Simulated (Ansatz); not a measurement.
## NiO under changes of volume

One of the cells (9.076 Å³/atom); the others are scaled copies at fixed shape and fractional positions:

```
Ni O
1.0
     0.00000    2.08590    2.08590
     2.08590    0.00000    2.08590
     2.08590    2.08590    0.00000
Ni O
1 1
Direct
  0.00000 0.00000 0.00000
  0.50000 0.50000 0.50000
```

- Program: Ansatz 0.2.0
- Functional: r2SCAN0
- Potentials or basis: Ansatz PAW
- Cutoff: 500 eV (not typed: the program's choice for these potentials)
- k mesh: 6 × 6 × 6
- Occupations: fermi-dirac, width 0.05 eV
- Spin: collinear spin, ferromagnetic start
- Starting moments: [1.0, 0.0] μB

| volume (Å³/atom) | energy over the lowest point (meV/atom) | pressure (GPa) | gap on the mesh (eV) |
| --- | --- | --- | --- |
| 8.531 | 26.12 | 16.1 | 4.76 |
| 8.713 | ? | ? | ? |
| 8.894 | 2.74 | 4.9 | 4.90 |
| 9.076 | 0.00 | 0.1 | 4.88 |
| 9.257 | 2.24 | -4.2 | 4.77 |
| 9.439 | 9.14 | -8.0 | 4.67 |
| 9.620 | 20.29 | -11.5 | 4.56 |

**Question.** What does the run at 8.713 Å³/atom give?

**Answer.** Energy over the lowest point 11.30 meV/atom; pressure 10.2 GPa; gap on the mesh 4.83 eV.

Worked out: A Birch-Murnaghan fit of order 3 (a polynomial in V^(-2/3)) to the other rows has its minimum at 9.08 Å³/atom with B0 = V·E''(V) = 226 GPa and B' = 4.1. It gives 11.27 meV/atom at 8.713 Å³/atom, against the run's 11.30, and -dE/dV = 10.2 GPa, against 10.2. A parabola through the other rows of the gap, of slope 2.67 eV per unit of ln V there, gives 4.85 eV, against the run's 4.83.

Energies are extrapolated to zero smearing.

Caveats: all runs use coarse meshes; the magnetic or orbital state may not be the lowest; a cell with one magnetic atom can't hold antiferromagnetic order, which such compounds often take; the PAW data sets come from PBE, with cores solved anew for the run's functional, which leaves a small shift of forces and pressure; the thresholds are loose for stress.

A mesh can miss the band edges.
